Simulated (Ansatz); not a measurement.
# How settings move the G0W0 gap of InSe (R3m)

InSe (R3m) from a database of computed structures, relaxed with r2SCAN+rVV10; one-shot G0W0 in Ansatz without spin-orbit coupling. The values are computed, spin-unpolarised, and not measurements.

```cif
data_structure
_symmetry_space_group_name_H-M 'R3m:H'
_symmetry_Int_Tables_number 160
_cell_length_a 4.0211
_cell_length_b 4.0211
_cell_length_c 25.2322
_cell_angle_alpha 90.000
_cell_angle_beta 90.000
_cell_angle_gamma 120.000
_cell_volume 353.33
loop_
_atom_site_label
_atom_site_type_symbol
_atom_site_symmetry_multiplicity
_atom_site_Wyckoff_symbol
_atom_site_fract_x
_atom_site_fract_y
_atom_site_fract_z
_atom_site_occupancy
In1 In 3 a 0.66667 0.33333 0.22204 1
In2 In 3 a 0.66667 0.33333 0.33243 1
Se1 Se 3 a 0.33333 0.66667 0.04928 1
Se2 Se 3 a 0.00000 0.00000 0.17188 1
```

Gaps are read over the mesh points alone. G0W0 values are finite-basis, finite-mesh values.

| start | potentials | frequency model | mesh | empty bands | screening cutoff (eV) | Kohn-Sham gap (eV) | G0W0 gap (eV) |
| --- | --- | --- | --- | --- | --- | --- | --- |
| r2SCAN | PAW | contour deformation | 6×6×6 | 351 | 120 | 0.82 | 1.34 |
| r2SCAN | PAW | contour deformation | 6×6×6 | 872 | 220 | 0.82 | 1.34 |
| HSE06 | PAW | contour deformation | 6×6×6 | 872 | 220 | 1.14 | 1.50 |
| PBE | PAW | contour deformation | 6×6×6 | 872 | 220 | 0.40 | 1.06 |

Over the mesh points the r2SCAN gap of 0.82 eV becomes a quasiparticle gap of 1.34 eV (direct at T), a change of +0.52 eV. Renormalisation factors Z lie between 0.74 and 0.80.

Raising bands and cutoff together moves the gap by 0.00 eV (120 to 220 eV); the last step is small, which bounds nothing strictly. Starting from HSE06 (1.14 eV against r2SCAN's 0.82 eV) gives 1.50 eV, +0.16 eV from G0W0@r2SCAN at the same screening cutoff. Starting from PBE (0.40 eV against r2SCAN's 0.82 eV) gives 1.06 eV, -0.28 eV from G0W0@r2SCAN at the same screening cutoff. r2SCAN runs take a wave cutoff of 500 eV.

With a shallow d shell on the cation, G0W0 converges slowly in bands and cutoff, so these values are in doubt.
